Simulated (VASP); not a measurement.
## A VASP 6.6.1 single-point calculation on Ge

INCAR

```
LREAL = .FALSE.
EDIFF = 1E-7
GGA = PE
NBANDS = 21
ISMEAR = -1
NELM = 79
IMIX = 1
PREC = Accurate
IBRION = -1
LCHARG = .FALSE.
ENCUT = 520
AMIX = 2
ISIF = 2
LWAVE = .FALSE.
SIGMA = 0.02
LASPH = .TRUE.
NSW = 0
BMIX = 0.0001
```

KPOINTS

```
KPOINTS created by Atomic Simulation Environment
0
Gamma
8 8 8
0 0 0
```

POSCAR

```
Ge
 1.0000000000000000
     0.0000000000000000    2.9503484526000001    2.9503484526000001
     2.9503484526000001    0.0000000000000000    2.9503484526000001
     2.9503484526000001    2.9503484526000001    0.0000000000000000
 Ge
   2
Cartesian
  0.0000000000000000  0.0000000000000000  0.0000000000000000
  1.4751742263000001  1.4751742263000001  1.4751742263000001
```

The recommended PBE PAW datasets give the neutral cell 28 valence electrons.

Command

```
mpirun -np 1 vasp_std
```

OSZICAR

```
N       E                     dE             d eps       ncg     rms          rms(c)
DAV:   1     0.190121796500E+03    0.19012E+03   -0.14549E+04  1355   0.347E+03
DAV:   2     0.191762051783E+02   -0.17095E+03   -0.16607E+03  1218   0.624E+02
DAV:   3    -0.807718624443E+01   -0.27253E+02   -0.27096E+02  1433   0.143E+02
DAV:   4    -0.902047733864E+01   -0.94329E+00   -0.94283E+00  1358   0.310E+01
DAV:   5    -0.903707743296E+01   -0.16600E-01   -0.16600E-01  1401   0.463E+00    0.269E+00
DAV:   6    -0.911441207575E+01   -0.77335E-01   -0.51830E-01  1441   0.806E+00    0.312E+00
DAV:   7    -0.920047907342E+01   -0.86067E-01   -0.95983E-01  1610   0.145E+01    0.382E+00
DAV:   8    -0.959531475639E+01   -0.39484E+00   -0.27525E+00  1640   0.298E+01    0.512E+00
DAV:   9    -0.107716354097E+02   -0.11763E+01   -0.11286E+01  1616   0.607E+01    0.796E+00
DAV:  10    -0.191972912361E+02   -0.84257E+01   -0.68957E+01  1597   0.187E+02    0.140E+01
DAV:  11    -0.746234240476E+02   -0.55426E+02   -0.45630E+02  1557   0.283E+02    0.432E+01
DAV:  12    -0.780416277839E+03   -0.70579E+03   -0.49375E+03  1439   0.472E+03    0.163E+02
DAV:  13    -0.454038388022E+04   -0.37600E+04   -0.34603E+04  1727   0.732E+02    0.321E+02
DAV:  14    -0.229253552170E+05   -0.18385E+05   -0.16817E+05  1756   0.304E+03    0.184E+03
```

Standard output (part)

```
POSCAR found type information on POSCAR Ge
 POSCAR found :  1 types and       2 ions
 LDA part: xc-table for (Slater+PW92), standard interpolation
 POSCAR, INCAR and KPOINTS ok, starting setup
 WAVECAR not read
 entering main loop
|     EEEEEEE  RRRRRR   RRRRRR   OOOOOOO  RRRRRR      ###     ###     ###     |
|     E        R     R  R     R  O     O  R     R     ###     ###     ###     |
|     E        R     R  R     R  O     O  R     R     ###     ###     ###     |
|     EEEEE    RRRRRR   RRRRRR   O     O  RRRRRR       #       #       #      |
|     E        R    R   R    R   O     O  R    R      ###     ###     ###     |
|     EEEEEEE  R     R  R     R  OOOOOOO  R     R     ###     ###     ###     |
|     ERROR FEXCP: supplied Exchange-correletion table                        |
|      is too small, maximal index : 4315                                     |
|       ---->  I REFUSE TO CONTINUE WITH THIS SICK JOB ... BYE!!! <----       |
```

VASP stopped with an error.

The fault: mixing far too strong.

The run took about 29 s on one core of a shared host (Intel Xeon Platinum 8488C) and held 0.18 GiB at most.
